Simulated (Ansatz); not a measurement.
Cubic perovskite LaAlO3 (cubic high-temperature phase) was calculated with LDA (Ansatz, a first-principles code, plane waves, PAW).

Numerical settings: plane-wave cutoff 520 eV, 6×6×6 k mesh, scalar-relativistic PAW data made under PBE.

Computed at the level's own relaxed cell.

```xyz
5
Lattice="3.7383 0.0000 0.0000 0.0000 3.7383 0.0000 0.0000 0.0000 3.7383" Properties=species:S:1:pos:R:3 pbc="T T T"
La     0.0000     0.0000     0.0000
Al     1.8692     1.8692     1.8692
O      1.8692     0.0000     1.8692
O      0.0000     1.8692     1.8692
O      1.8692     1.8692     0.0000
```

**Question.** Give the elastic tensor (Voigt notation, GPa, ions relaxed, in the Cartesian axes of the cell as printed).

**Answer.** 
```
  387.2   141.0   141.0     0.0     0.0     0.0
  141.0   387.2   141.0     0.0     0.0     0.0
  141.0   141.0   387.2     0.0     0.0     0.0
    0.0     0.0     0.0   169.5     0.0     0.0
    0.0     0.0     0.0     0.0   169.5     0.0
    0.0     0.0     0.0     0.0     0.0   169.5
```

Note: the relaxation could not lower the start's symmetry, so the cell can be a saddle point above a distorted one.

Computed values are for the static lattice.
